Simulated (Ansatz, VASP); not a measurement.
Given: the input of a run of VASP 6.6.1 on Ge.

File INCAR:

```
SYSTEM = Ge
ALGO = Normal
EDIFF = 1E-7
ENCUT = 520
GGA = PS
ISIF = 2
ISMEAR = -1
LASPH = .TRUE.
LCHARG = .FALSE.
LREAL = .FALSE.
LWAVE = .FALSE.
NBANDS = 21
NELM = 80
PREC = Accurate
SIGMA = 0.05
```

Contents of KPOINTS:

```
k-points
0
G
  11 11 11
  0 0 0
```

Contents of POSCAR:

```
Ge
1.0
   -2.5396950521      2.5396950521      1.3785263734
    2.5396950521     -2.5396950521      1.3785263734
    2.5396950521      2.5396950521     -1.3785263734
Ge
2
Direct
    0.5000000000      0.5000000000      0.0000000000
    0.2500000000      0.7500000000      0.5000000000
```

Potentials or basis: VASP PAW PBE potentials, release 64 (Ge_d).

Command:

```bash
$ cat potpaw_PBE.64/Ge_d/POTCAR > POTCAR
$ mpirun -np 1 vasp_std > vasp.out
```

**Question.** Translate it to Ansatz 0.2.0. Potentials there: Ansatz PAW.

**Answer.** As run (the cutoff follows the program's own potentials):

Contents of input.yaml:

```yaml
crystal:
  lattice:
    - [-2.5396950521, 2.5396950521, 1.3785263734]
    - [2.5396950521, -2.5396950521, 1.3785263734]
    - [2.5396950521, 2.5396950521, -1.3785263734]
  atoms:
    - { symbol: Ge, position: [0.5, 0.5, 0.0] }
    - { symbol: Ge, position: [0.25, 0.75, 0.5] }
hamiltonian:
  xc: pbesol
  pseudopotentials: { kind: paw }
kpoints:
  mp_grid: { grid: [11, 11, 11] }
scf:
  occupations: { method: fermi_dirac, width: 0.05 }
output:
  forces: true
  stress: true
  eigenvalues: true
```

Potentials or basis: Ansatz PAW.

The run is started by

```sh
$ ansatz run input.yaml --threads 1 --pin off --max-ram 3584MiB --backend cpu --events-out ev --progress --plain --runs-dir out
```

Both were run:

|  | VASP | Ansatz | Ansatz less VASP |
| --- | --- | --- | --- |
| gap on the k mesh at the Fermi level (eV) | none | none | - |
| pressure (GPa) | 2.8 | 2.8 | -0.03 |
| largest component of the traceless stress (GPa) | 0.09 | 0.12 | +0.023 |

A gap of «none» marks a metal or a gap that the smearing closes.

Caveats: the PAW data sets were made with another functional, which shifts forces and pressure a little (VASP); the PAW data sets come from PBE, with cores solved anew for the run's functional, which leaves a small shift of forces and pressure (Ansatz).
